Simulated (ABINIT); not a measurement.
Runs of ABINIT 10.8.3 (patched build) on Re. The structure is hexagonal, space group P6_3/mmc (No. 194). Conventional cell: a = 2.766 Å, b = 2.766 Å, c = 8.939 Å, α = 90.00°, β = 90.00°, γ = 120.00°. Re (site symmetry -6m2) is surrounded by 12 Re at 2.75 to 2.77 Å. Re (site symmetry -3m) has 12 Re at 2.75 to 2.77 Å as nearest neighbours. 

| task | level | k mesh | gap on the mesh (eV) | pressure (GPa) |
| --- | --- | --- | --- | --- |
| band structure | revPBE | 11 × 11 × 3 | none | 5.5 |
| band structure | RPBE | 11 × 11 × 3 | none | 6.6 |
| band structure | PW91 | 11 × 11 × 3 | none | (c) |
| band structure | rPW86PBE | 11 × 11 × 3 | none | (a) |
| single point | PBE | 9 × 9 × 2 | none | 3.2 |
| band structure | HCTH407 | 11 × 11 × 3 | none | -12.2 |
| band structure | AM05 | 11 × 11 × 3 | none | (b) |
| single point | PBEsol | 9 × 9 × 2 | none | -6.6 |

Alike in all rows: potentials or basis JTH PAW PBE v2.0; no spin polarisation; cell as given; cutoff (eV) 599; smearing fermi-dirac 0.05 eV.

**Question.** Fill in the values left out.

**Answer.** (a) 17.0; (b) -9.5; (c) 3.5.

Caveats: the PAW data sets were made with another functional, which shifts forces and pressure a little (some runs); spin-orbit coupling is left out, which moves the levels of the heavy elements (some runs); so large a pressure means that the cell lies far from this level's equilibrium, or that cutoff or potentials fall short (some runs); the potentials were made for another functional, which shifts forces and pressure (some runs).

A k mesh can miss the band edges, and the runs leave out spin-orbit coupling on Re.

A gap of «none» marks a metal or a gap under the smearing width.
